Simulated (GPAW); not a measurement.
**SnO2 (1T monolayer): sheet polarisability**

Wanted: the sheet polarisability of SnO2 (1T monolayer), with cost.

Program: GPAW 26.7.0. Level of theory: LDA and many-body steps on it, plane waves. Results are calculated unless marked as measured.

## (1) The starting structure

The cell holds 3 atoms: 1 Sn and 2 O. Cell: a = 3.154 Å, b = 3.154 Å, c = 13.400 Å, α = 90.0°, β = 90.0°, γ = 120.0°. Vacuum lies along c.

As a file:

```xyz
3
Lattice="3.1538 0.0000 0.0000 -1.5769 2.7313 0.0000 0.0000 0.0000 13.4000" Properties=species:S:1:pos:R:3
Sn    0.0000    0.0000    6.7000
O     0.0000    1.8208    7.6885
O     1.5769    0.9104    5.7115
```

The structure was relaxed with LDA. The runs that relaxed it are not among those shown.

## (2) Empty states on the mesh, 18×18×1 mesh, 153 bands

This step: GPAW 26.7.0; DFT, LDA, plane waves, PAW.

The sums over transitions need many empty states on a uniform mesh; this step solves for them.

File run.py:

```python
import json
import numpy as np
from gpaw.mpi import world
from gpaw import GPAW

calc = GPAW('gs.gpw').fixed_density(kpts={'size': (18, 18, 1), 'gamma': True},
    nbands=178,
    convergence={'bands': 153},
    txt='nscf.txt')
calc.write('full.gpw', mode='all')
res = {}
kpts = calc.get_ibz_k_points()
res['kpts'] = kpts
res['eigenvalues'] = [calc.get_eigenvalues(kpt=k) for k in range(len(kpts))]
res['n_electrons'] = calc.get_number_of_electrons()

if world.rank == 0:
    with open('result.json', 'w') as f:
        json.dump(res, f, default=lambda x: x.tolist())
```

The run is started by

```console
> mpirun -n 4 gpaw python run.py
```

Numbers of over 12 decimals in the logs are rounded to 6 here.

What it wrote:

```text
Diagonalizing LCAO Hamiltonian
Converting LCAO to pw mode
convergence criteria:
- Maximum integral of absolute [eigenst]ate change: 4e-08 eV^2 / valence electron
maximum number of iterations: 100

SCF iterations
|iter     |     time |      energy | eigst |  dens |
|iter:   1|  |             | +4.38 |       |
|iter:   2|  |             | +3.14 |       |
|iter:   3|  |             | +2.03 |       |
[...]
|iter:  14|  |             | -6.65 |       |
|iter:  15|  |             | -7.11 |       |
|iter:  16|  |             | -7.47c|       |
SCF steps: 16
  __  _  _
 | _ |_)|_||  |
 |__||  | ||/\| - 26.7.0

Input parameters:
  mode=PW(ecut=600.0),
  convergence={'bands': 153},
  gpts=array([18, 18, 80]),
  kpts=MonkhorstPack(size=(18, 18, 1), gamma=True),
  maxiter=100,
  nbands=178,
  occupations=Occupations(name='fermi-dirac', width=0.001, fixmagmom=False),
  parallel={},
  xc=XC(name='LDA')
# Writing to full.gpw (mode='all')
  [... matrices ...]

timing:  # [seconds]
  Total: 0.140  # ━━━━━━━━━━━━━━━━━━━━━━━━━━━━━━━━━━━━━━━━━━━━━━━━━━━━━━━━━━━
```

Wall time 3.8 min (4 MPI ranks of Arm Neoverse V1, shared host); peak memory 1.3 GiB; 15 min of CPU time.

This step gave:

| Item | Value |
| --- | --- |
| gap | 2.998 eV |
| k of the valence top | 0.5, 0.2778, 0 |
| k of the conduction bottom | 0, 0, 0 |
| least direct gap | 3.667 eV |
| k points computed | 37 |
| lowest point of the top converged band, above the valence top | 65.5799 eV |

On this mesh the gap is 2.998 eV.

## (3) RPA response

The response function is computed on a frequency grid, with local fields up to the given cutoff.

This step: linear response, RPA, on LDA, plane waves, PAW.

File run.py:

```python
import json
import numpy as np
from gpaw.mpi import world
from gpaw.response.df import DielectricFunction

df = DielectricFunction('full.gpw',
    ecut=50,
    nbands=153,
    eta=0.2,
    frequencies={'type': 'nonlinear', 'domega0': 0.05, 'omega2': 10.0},
    intraband=False,
    truncation='2D',
    txt='df.txt')
res = {'optical': {}, 'eels': []}
for d in 'x':
    y0, y = df.get_polarizability(direction=d, xc='RPA', filename=None)
    res['optical'][d] = [y0.real, y0.imag, y.real, y.imag]
res['w'] = df.get_frequencies()
for q_c in [[0.0555555556, 0, 0], [0.2222222222, 0, 0], [0.5, 0, 0], [0.7777777778, 0, 0], [1.2222222222, 0, 0]]:
    res['eels'].append(df.get_eels_spectrum(q_c=q_c, xc='RPA', filename=None))

if world.rank == 0:
    with open('result.json', 'w') as f:
        json.dump(res, f, default=lambda x: x.tolist())
```

The run is started by

```console
> mpirun -n 4 gpaw python run.py
```

What it wrote:

```text
Using integrator: PointIntegrator
NonLinearFrequencyDescriptor(from 0.000 to 92.610 eV, 384 points)
Nonperiodic BCs:  [False False  True]
Using integrator: PointIntegrator
NonLinearFrequencyDescriptor(from 0.000 to 92.610 eV, 384 points)
Nonperiodic BCs:  [False False  True]

Calculating chi0 body with:
    Ground state adapter containing:
    Number of spins: 1
    Number of kpoints: 324
    Number of irreducible kpoints: 37
    Number of completely occupied states: 13
    Number of partially occupied states: 13
    Occupied states memory: 5.1416015625 M / cpu

    Linear response parametrization:
    q_c: [0.0, 0.0, 0.0]
    Number of frequency points: 384
    Planewave cutoff: 50.0
    Number of bands: 153
    Number of planewaves: 81
    Broadening (eta): 0.2
    comm.size: 4
    kncomm.size: 4
    blockcomm.size: 1

    Memory estimate of potentially large arrays:
        chi0_wGG: 38.443359375 M / cpu
Integrating chi0 body.

Symmetries of q_c:
    Direct symmetries (Uq -> q): 12
    Indirect symmetries (TUq -> q): 0
In total 12 allowed symmetries.

  [... matrices ...]
37 groups of equivalent kpoints. 88.580247% reduction.

Integral kind: spectral function

Calculating chi0 optical extensions with:
    Ground state adapter containing:
    Number of spins: 1
    Number of kpoints: 324
    Number of irreducible kpoints: 37
    Number of completely occupied states: 13
    Number of partially occupied states: 13
    Occupied states memory: 5.1416015625 M / cpu

    Linear response parametrization:
    Number of frequency points: 384
    Planewave cutoff: 50.0
    Number of bands: 153
    Number of planewaves: 81
    Broadening (eta): 0.2
Integrating chi0 head and wings.

Symmetries of q_c:
    Direct symmetries (Uq -> q): 12
    Indirect symmetries (TUq -> q): 0
In total 12 allowed symmetries.

  [... matrices ...]
37 groups of equivalent kpoints. 88.580247% reduction.

Integral kind: spectral function wings

Calculating chi0 body with:
    Ground state adapter containing:
    Number of spins: 1
    Number of kpoints: 324
    Number of irreducible kpoints: 37
    Number of completely occupied states: 13
    Number of partially occupied states: 13
    Occupied states memory: 5.1416015625 M / cpu

    Linear response parametrization:
    q_c: [0.0555555556, 0.0, 0.0]
    Number of frequency points: 384
    Planewave cutoff: 50.0
    Number of bands: 153
    Number of planewaves: 87
    Broadening (eta): 0.2
    comm.size: 4
    kncomm.size: 4
    blockcomm.size: 1

    Memory estimate of potentially large arrays:
        chi0_wGG: 44.349609375 M / cpu
Integrating chi0 body.

Symmetries of q_c:
    Direct symmetries (Uq -> q): 2
    Indirect symmetries (TUq -> q): 0
In total 2 allowed symmetries.

  [... matrices ...]
171 groups of equivalent kpoints. 47.222222% reduction.

Integral kind: spectral function

[... 4 further calls ...]
```

Run time: 3.2 min. Hardware: 4 MPI ranks; peak memory 1.9 GiB.

This step gave:

| Item | Value |
| --- | --- |
| static polarisability of the sheet (Å) | 1.182 |
| the same without local fields | 1.249 |

The static value is 1.18.

RPA, broadening 0.2 eV. Table of Im polarisability of the sheet by photon energy; read off at these points:

```
photon energy (eV)  xx, no local fields (Å)  xx, local fields (Å)
               0.0                        0                     0
               1.0                  0.00928               0.00897
               2.0                   0.0228                0.0221
               3.0                   0.0558                0.0547
               4.0                    0.366                 0.365
               5.0                    0.953                 0.953
               6.0                    0.984                 0.973
               7.0                     1.36                  1.29
               8.0                     3.01                  2.80
               9.0                     2.10                  1.87
              10.0                     1.20                  1.05
              11.0                    0.691                 0.672
              12.0                    0.899                 0.764
              13.0                     1.11                 0.990
              13.6                     1.32                  1.19
              14.0                     1.02                 0.973
              15.0                    0.861                 0.789
              16.0                    0.554                 0.572
              17.0                    0.365                 0.363
              18.0                    0.359                 0.336
              19.0                    0.420                 0.416
              20.0                    0.277                 0.295
              21.0                    0.195                 0.202
              22.0                    0.191                 0.196
              23.0                    0.181                 0.172
              24.0                    0.165                 0.165
              25.0                    0.163                 0.162
              26.0                    0.160                 0.152
              27.0                    0.160                 0.152
              28.0                    0.149                 0.143
              29.0                    0.158                 0.136
              30.0                    0.147                 0.126
              31.0                    0.166                 0.142
              32.0                    0.164                 0.142
              33.0                    0.140                 0.138
              34.0                    0.103                 0.104
              35.0                   0.0872                0.0903
              36.0                   0.0823                0.0891
              37.0                   0.0772                0.0813
              38.0                   0.0801                0.0827
              39.0                   0.0720                0.0792
```

## (4) RPA response, local-field cutoff (18×18×1 mesh, 153 bands, screening to 100 eV, broadening 0.2 eV)

run.py: that of step 3 with these lines changed.

```diff
@@ -6,3 +6,3 @@
 df = DielectricFunction('full.gpw',
-    ecut=50,
+    ecut=100,
     nbands=153,
@@ -18,3 +18,3 @@
 res['w'] = df.get_frequencies()
-for q_c in [[0.0555555556, 0, 0], [0.2222222222, 0, 0], [0.5, 0, 0], [0.7777777778, 0, 0], [1.2222222222, 0, 0]]:
+for q_c in [[0.5, 0, 0]]:
     res['eels'].append(df.get_eels_spectrum(q_c=q_c, xc='RPA', filename=None))
```

The run is started by

```console
> mpirun -n 4 gpaw python run.py
```

What it wrote:

```text
Using integrator: PointIntegrator
NonLinearFrequencyDescriptor(from 0.000 to 92.610 eV, 384 points)
Nonperiodic BCs:  [False False  True]
Using integrator: PointIntegrator
NonLinearFrequencyDescriptor(from 0.000 to 92.610 eV, 384 points)
Nonperiodic BCs:  [False False  True]

Calculating chi0 body with:
    Ground state adapter containing:
    Number of spins: 1
    Number of kpoints: 324
    Number of irreducible kpoints: 37
    Number of completely occupied states: 13
    Number of partially occupied states: 13
    Occupied states memory: 5.1416015625 M / cpu

    Linear response parametrization:
    q_c: [0.0, 0.0, 0.0]
    Number of frequency points: 384
    Planewave cutoff: 100.0
    Number of bands: 153
    Number of planewaves: 267
    Broadening (eta): 0.2
    comm.size: 4
    kncomm.size: 4
    blockcomm.size: 1

    Memory estimate of potentially large arrays:
        chi0_wGG: 417.708984375 M / cpu
Integrating chi0 body.

Symmetries of q_c:
    Direct symmetries (Uq -> q): 12
    Indirect symmetries (TUq -> q): 0
In total 12 allowed symmetries.

  [... matrices ...]
37 groups of equivalent kpoints. 88.580247% reduction.

Integral kind: spectral function

Calculating chi0 optical extensions with:
    Ground state adapter containing:
    Number of spins: 1
    Number of kpoints: 324
    Number of irreducible kpoints: 37
    Number of completely occupied states: 13
    Number of partially occupied states: 13
    Occupied states memory: 5.1416015625 M / cpu

    Linear response parametrization:
    Number of frequency points: 384
    Planewave cutoff: 100.0
    Number of bands: 153
    Number of planewaves: 267
    Broadening (eta): 0.2
Integrating chi0 head and wings.

Symmetries of q_c:
    Direct symmetries (Uq -> q): 12
    Indirect symmetries (TUq -> q): 0
In total 12 allowed symmetries.

  [... matrices ...]
37 groups of equivalent kpoints. 88.580247% reduction.

Integral kind: spectral function wings

Calculating chi0 body with:
    Ground state adapter containing:
    Number of spins: 1
    Number of kpoints: 324
    Number of irreducible kpoints: 37
    Number of completely occupied states: 13
    Number of partially occupied states: 13
    Occupied states memory: 5.1416015625 M / cpu

    Linear response parametrization:
    q_c: [0.5, 0.0, 0.0]
    Number of frequency points: 384
    Planewave cutoff: 100.0
    Number of bands: 153
    Number of planewaves: 258
    Broadening (eta): 0.2
    comm.size: 4
    kncomm.size: 4
    blockcomm.size: 1

    Memory estimate of potentially large arrays:
        chi0_wGG: 390.0234375 M / cpu
Integrating chi0 body.

Symmetries of q_c:
    Direct symmetries (Uq -> q): 4
    Indirect symmetries (TUq -> q): 0
In total 4 allowed symmetries.

  [... matrices ...]
91 groups of equivalent kpoints. 71.913580% reduction.

Integral kind: spectral function
```

Elapsed: 62 s, on 4 MPI ranks; peak memory 5.2 GiB; 4.1 min of CPU time.

This step gave:

```yaml
static_polarisability_of_the_sheet_a: 1.162
the_same_without_local_fields: 1.249
```

The static value is 1.16.

(Part 1 of 2 ends here.)

[Paths, hosts, dates, memory and timing lines, banners, echoed tables and standing remarks are left out of the program output.]

[Logs are printed without paths, hosts, clocks, repeated set-up lines and the standing remarks that a program may print on its own settings, such as how far it seeks lower states.]

[Runs of the session that timed out or met a known fault of the program may be left out.]

[Hosts, paths, dates, database ids (printed as entryN), source tags and the programs' standing remarks are cut or masked in the printed files.]
